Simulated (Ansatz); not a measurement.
# C (flat sheet): the cost of one run

Computed with Ansatz 0.2.0 (DFT PBE, scalar-relativistic, plane waves, PAW, unless a step's input says otherwise).

4 further runs of the same task are left out: 4 set aside as unsound or not needed.

### 1 Starting point

It takes space group P6/mmm (No. 191, hexagonal). Conventional cell: a = 2.467 Å, b = 2.467 Å, c = 23.800 Å, α = 90.00°, β = 90.00°, γ = 120.00°. Around C (site symmetry -6m2) lie 3 C at 1.42 Å.

Coordinates:

```cif
data_structure
_symmetry_space_group_name_H-M 'P 1'
_symmetry_Int_Tables_number 1
_cell_length_a 2.4665
_cell_length_b 2.4665
_cell_length_c 23.8000
_cell_angle_alpha 90.000
_cell_angle_beta 90.000
_cell_angle_gamma 120.000
_cell_volume 125.40
loop_
_atom_site_label
_atom_site_type_symbol
_atom_site_fract_x
_atom_site_fract_y
_atom_site_fract_z
_atom_site_occupancy
C1 C 0.33333 0.66667 0.37815 1
C2 C 0.66667 0.33333 0.37815 1
```

This sheet was relaxed beforehand with the same method; its gap on the mesh is none (metal).

### 2 The zigzag ribbon, N = 5

The ribbon is cut from the relaxed sheet, periodic along c; N counts formula units a period. The edge energy is the mean of both edges over the sheet, -250.9418 eV an atom.

The cell holds 10 C: a = 18.300 Å, b = 9.300 Å, c = 2.467 Å, α = 90.00°, β = 90.00°, γ = 90.00°.

### 3 Relaxing it

Pressure and volume refer to the whole cell with its vacuum; only the period along c may change.

The input, input.yaml:

```yaml
crystal:
  lattice:
    - [18.3, 0.0, 0.0]
    - [0.0, 9.3, 0.0]
    - [0.0, 0.0, 2.4665450959]
  atoms:
    - { symbol: C, position: [0.2860018412, 0.5, 0.5] }
    - { symbol: C, position: [0.4027281096, 0.5, 0.0] }
    - { symbol: C, position: [0.5194543781, 0.5, 0.5] }
    - { symbol: C, position: [0.6361806465, 0.5, 0.0] }
    - { symbol: C, position: [0.752906915, 0.5, 0.5] }
    - { symbol: C, position: [0.247093085, 0.5, 0.0] }
    - { symbol: C, position: [0.3638193535, 0.5, 0.5] }
    - { symbol: C, position: [0.4805456219, 0.5, 0.0] }
    - { symbol: C, position: [0.5972718904, 0.5, 0.5] }
    - { symbol: C, position: [0.7139981588, 0.5, 0.0] }
basis:
  ecutwfc: 420
kpoints:
  mp_grid: { grid: [1, 1, 36] }
hamiltonian:
  xc: pbe
scf:
  occupations: { method: gaussian, width: 0.05 }
output:
  forces: true
  stress: true
  eigenvalues: true
  populations: true
  write_density: true
  write_potential: true
  elf: true
  volumetric_format: npy
relax:
  adjacent_minimum: "off"
  f_tol: 0.02
  max_steps: 45
  cell: { fix: [a, b, alpha, beta, gamma], stress_tol: 0.03 }
```

Started as:

```console
ansatz run input.yaml --threads 4 --pin off --max-ram 11264MiB --backend cpu --events-out ev --progress --plain --runs-dir out
```

What time and memory should one allow on 4 threads of Intel Xeon 6975P-C (Granite Rapids), shared host?

About 25 s, with a peak of 0.93 GiB.
